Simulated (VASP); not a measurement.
Crystal: Ir.

```
Ir
1.0
     2.71811    0.00000    0.00000
    -1.35906    2.35396    0.00000
     0.00000    0.00000    4.43868
Ir
2
Direct
  0.33333 0.66667 0.25000
  0.66667 0.33333 0.75000
```

This isn't the form of Ir at room conditions, which is fcc.

* Program: VASP 6.6.1
* Task: relaxation of cell and atoms
* Functional: PBEsol
* Potentials or basis: VASP PAW PBE potentials, release 64 (Ir)
* Cutoff: 600 eV
* k mesh: 6 × 6 × 4
* Occupations: gaussian, width 0.1 eV
* Spin: no spin polarisation

At the start: pressure -1.4 GPa; volume 14.20 Å³/atom.

Q: How do energy, volume and symmetry change on relaxing?

A: Over 8 steps the energy falls by 6.2 meV/atom and the volume is 14.15 Å³/atom (-0.3 %); space group P6_3/mmc (No. 194, to 0.05 Å).

Step by step:
| step | energy change (eV) | largest force (eV/Å) | pressure (GPa) | volume (Å³) |
| --- | --- | --- | --- | --- |
| 1 | 0.0000 | 0.0000 | -1.35 | 28.40 |
| 2 | 0.0078 | 0.0000 | 6.35 | 27.90 |
| 3 | -0.0116 | 0.0000 | 1.65 | 28.18 |
| 4 | -0.0063 | 0.0000 | -4.56 | 28.66 |
| 5 | -0.0124 | 0.0000 | -0.07 | 28.31 |
| 6 | -0.0124 | 0.0000 | -0.03 | 28.31 |
| 7 | -0.0124 | 0.0000 | 0.08 | 28.30 |
| 8 | -0.0124 | 0.0000 | 0.03 | 28.30 |

Final structure:
```yaml
crystal:
  lattice:
    - [2.73382, 0.00000, 0.00000]
    - [-1.36691, 2.36756, 0.00000]
    - [0.00000, 0.00000, 4.37257]
  atoms:
    - { symbol: Ir, position: [0.33333, 0.66667, 0.25000] }
    - { symbol: Ir, position: [0.66667, 0.33333, 0.75000] }
```

Caveat: the k mesh is coarse (spacing up to 0.44 Å⁻¹), so the values aren't converged; the PAW data sets were made with another functional, which shifts forces and pressure a little.
